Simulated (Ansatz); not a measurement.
## Ionic part of the dielectric constant of AgCl at 25 GPa, mode by mode

Theory: DFT PBEsol, scalar-relativistic, plane waves, PAW (Ansatz 0.2.0). Settings: 420 eV plane-wave cutoff, Γ-centred 10×10×10 mesh, fixed occupations. No spin polarisation. Phonons by linear response, acoustic sum rule imposed.

Symmetry: Fm-3m, No. 225, cubic system. The conventional cell has a = 5.034 Å, b = 5.034 Å, c = 5.034 Å, α = 90.00°, β = 90.00°, γ = 90.00°. Around Ag (site symmetry m-3m) lie 6 Cl at 2.52 Å. Cl (site symmetry m-3m) has 6 Ag at 2.52 Å as nearest neighbours.

Other phases may be more stable at this pressure. The bands were filled as in an insulator; under compression the gap may have closed between mesh points.

The primitive cell has V = 31.89 Å³ and ε∞,zz = 6.598. Each polar mode adds Δε = (4.92064×10⁷/V)·S/ν² along z, with S its oscillator strength in e²/amu, ν in cm⁻¹ and V in Å³.

Problem. From these modes, find each Δε and ε0,zz.
```csv
ν (cm⁻¹),S_zz (e²/amu)
223.8,0.06424
```

Solution.
```
ν (cm⁻¹)    Δε
   223.8  1.98
```

The sum is 1.980, so ε0,zz = 8.58; the run's tensor has 8.58.

Problem. Where do the longitudinal modes lie for a wave vector along z?

Solution. At 255 cm⁻¹. The Lyddane–Sachs–Teller product Π(ν_LO/ν_TO)² = 1.30 matches ε0/ε∞ = 1.30.